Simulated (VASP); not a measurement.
Runs of VASP 6.6.1 on BP. The structure is cubic, space group F-43m (No. 216). Conventional cell: a = 4.538 Å, b = 4.538 Å, c = 4.538 Å, α = 90.00°, β = 90.00°, γ = 90.00°. P (site symmetry -43m) is surrounded by 4 B at 1.97 Å. B (site symmetry -43m) is surrounded by 4 P at 1.97 Å. 

```csv
task,level,cell,k mesh,cutoff (eV),smearing,ladder,grid for exact exchange (PRECFOCK),screening parameter,gap on the mesh (eV),pressure (GPa)
band structure,PBE,as given,10 × 10 × 10,520,fermi-dirac 0.05 eV,-,-,-,1.24,-
band structure,AM05,as given,10 × 10 × 10,520,fermi-dirac 0.05 eV,-,-,-,1.14,-
single point,PBE,as given,10 × 10 × 10,520,fermi-dirac 0.05 eV,-,-,-,1.24,(b)
band structure,PBEsol,as given,10 × 10 × 10,520,fermi-dirac 0.05 eV,-,-,-,1.13,-
band structure,HSE06,as given,8 × 8 × 8,520,gaussian 0.02 eV,gaps,Fast,0.2 1/A,2.01,-2.2
single point,PBEsol,as given,10 × 10 × 10,520,gaussian 0.02 eV,-,-,-,1.13,-1.9
band structure,SCAN,as given,10 × 10 × 10,520,fermi-dirac 0.05 eV,-,-,-,1.54,(a)
relaxation of cell and atoms,PBE+D3(BJ),relaxed,8 × 8 × 8,600,gaussian 0.02 eV,gaps,-,-,1.24,0.0
```

Alike in all rows: potentials or basis VASP PAW PBE potentials, release 64 (P, B); no spin polarisation.

Problem. Estimate the missing entries.

Solution. (a) -1.7; (b) 0.9.

Caveats: the PAW data sets were made with another functional, which shifts forces and pressure a little (some runs).

A k mesh can miss the band edges.

Not every run made on this cell is shown here.
